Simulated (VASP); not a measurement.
These are PBE GGA, VASP's PBE PAW potentials (set 64) (plane waves; VASP 6.6.1) values and carry that method's errors.

The input files of a VASP run:

### POSCAR
```
Li2O
1
    0.0000000000     2.3562000000     2.3562000000
    2.3562000000     0.0000000000     2.3562000000
    2.3562000000     2.3562000000     0.0000000000
Li O
2 1
Direct
  0.2500000000   0.2500000000   0.2500000000
  0.7500000000   0.7500000000   0.7500000000
  0.0000000000   0.0000000000   0.0000000000
```

INCAR:
```
# general
SYSTEM  =  Li2O
PREC    =  Accurate
ENCUT   =  520
LREAL   =  F   # projection in real space or not
LASPH   =  T   # aspherical one-centre terms
NELECT  =  11.98

# electronic loop
EDIFF   =  1E-6
NELM    =  100
ALGO    =  Normal   # blocked Davidson

# smearing
ISMEAR  =  0
SIGMA   =  0.05   # width (eV)

# functional
GGA     =  PE   # PBE

# ions
ISIF    =  2

# output
LWAVE   =  F
LCHARG  =  F
```

File KPOINTS:
```
Automatic mesh
0
Gamma
7 7 7
0 0 0
```

POTCAR, in this order: Li_sv O (PBE.64 set). Program: vasp_std.

The resulting files:

OSZICAR:
```
       N       E                     dE             d eps       ncg     rms          rms(c)
DAV:   1     0.437520469427E+02    0.43752E+02   -0.54434E+03   400   0.116E+03
DAV:   2    -0.103975290519E+02   -0.54150E+02   -0.51062E+02   458   0.240E+02
DAV:   3    -0.159138949764E+02   -0.55164E+01   -0.54848E+01   724   0.618E+01
DAV:   4    -0.160617217101E+02   -0.14783E+00   -0.14712E+00   486   0.857E+00
DAV:   5    -0.160634153821E+02   -0.16937E-02   -0.16936E-02   592   0.852E-01    0.734E+00
DAV:   6    -0.143942398705E+02    0.16692E+01   -0.96732E+00   402   0.194E+01    0.295E+00
DAV:   7    -0.143541360982E+02    0.40104E-01   -0.26150E-01   444   0.416E+00    0.145E+00
DAV:   8    -0.143524276005E+02    0.17085E-02   -0.59828E-02   496   0.305E+00    0.355E-01
DAV:   9    -0.143513794809E+02    0.10481E-02   -0.63444E-03   528   0.752E-01    0.112E-01
DAV:  10    -0.143519359801E+02   -0.55650E-03   -0.10612E-03   436   0.261E-01    0.587E-02
DAV:  11    -0.143519113971E+02    0.24583E-04   -0.48733E-05   520   0.906E-02    0.127E-02
DAV:  12    -0.143519137301E+02   -0.23330E-05   -0.71471E-06   520   0.262E-02    0.260E-03
DAV:  13    -0.143519139413E+02   -0.21118E-06   -0.92679E-07   446   0.952E-03
   1 F= -.14351914E+02 E0= -.14351597E+02  d E =-.633432E-03
```

### OUTCAR
```
------------------------ aborting loop because EDIFF is reached ----------------------------------------
  FORCE on cell =-STRESS in cart. coord.  units (eV):
  Direction    XX          YY          ZZ          XY          YZ          ZX
  --------------------------------------------------------------------------------------
  Total       -0.7592297     -0.7592297     -0.7592297     -0.0000000      0.0000000      0.0000000
  in kB      -46.4961876    -46.4961876    -46.4961876     -0.0000000      0.0000000      0.0000000
  external PRESSURE =     -46.4961876 kB  Pullay stress =       0.0000000 kB
  volume of cell :       26.16
      direct lattice vectors                 reciprocal lattice vectors
     0.000000000  2.356200000  2.356200000    -0.212206095  0.212206095  0.212206095
     2.356200000  0.000000000  2.356200000     0.212206095 -0.212206095  0.212206095
     2.356200000  2.356200000  0.000000000     0.212206095  0.212206095 -0.212206095
 POSITION                                       TOTAL-FORCE (eV/Angst)
 -----------------------------------------------------------------------------------
      1.17810      1.17810      1.17810        -0.000000     -0.000000     -0.000000
      3.53430      3.53430      3.53430         0.000000      0.000000      0.000000
      0.00000      0.00000      0.00000         0.000000      0.000000      0.000000
 -----------------------------------------------------------------------------------
    total drift:                                0.000000      0.000000      0.000000
  FREE ENERGIE OF THE ION-ELECTRON SYSTEM (eV)
  ---------------------------------------------------
  free  energy   TOTEN  =       -14.3519139413 eV

  energy  without entropy=      -14.3512805095  energy(sigma->0) =      -14.35159723
```
(Selected blocks of OUTCAR.)

**OUTCAR**
```
 val. band max:        0.9265865799   @ k =   0.1429   0.0000   0.0000

 cond. band min:       1.0114101801   @ k =   0.0000   0.0000   0.0000


 Fermi energy:         0.9827035226

 k-point     1 :       0.0000    0.0000    0.0000
  band No.  band energies     occupation
      1     -42.0692      2.00000
      2     -41.7967      2.00000
      3     -14.3408      2.00000
      4       1.0114      0.41682
      5       1.0114      0.41680
      6       1.0114      0.41680
      7       5.9064      0.00000
      8      12.6414      0.00000
      9      12.6414      0.00000
     10      12.6415      0.00000

 k-point     2 :       0.1429    0.0000    0.0000
  band No.  band energies     occupation
      1     -42.0537      2.00000
      2     -41.8083      2.00000
      3     -14.3034      2.00000
      4       0.3982      2.00000
      5       0.9266      1.88755
      6       0.9266      1.88754
      7       6.4412      0.00000
      8      12.6059      0.00000
      9      12.8914      0.00000
     10      12.8914      0.00000

 k-point     3 :       0.2857    0.0000    0.0000
  band No.  band energies     occupation
      1     -42.0115      2.00000
      2     -41.8420      2.00000
      3     -14.2147      2.00000
      4      -0.7286      2.00000
      5       0.7489      2.00000
      6       0.7489      2.00000
      7       7.6651      0.00000
      8      12.1293      0.00000
      9      13.0813      0.00000
     10      13.0814      0.00000

 k-point     4 :       0.4286    0.0000    0.0000
  band No.  band energies     occupation
      1     -41.9536      2.00000
      2     -41.8933      2.00000
      3     -14.1388      2.00000
      4      -1.4928      2.00000
      5       0.6177      2.00000
      6       0.6177      2.00000
      7       9.2173      0.00000
      8      10.9110      0.00000
      9      12.8353      0.00000
     10      12.8353      0.00000

 k-point     5 :       0.1429    0.1429    0.0000
...
```

The cell is charged, with a uniform compensating background.

The compound is Li2O in the antifluorite structure. The cell was not relaxed at this level. The k-mesh is coarse (spacing up to 0.33 per Å, 2π included), so the numbers may not be converged in it. The run is one of a series of settings (NELECT = 11.98 against the base run), some of them coarse on purpose.
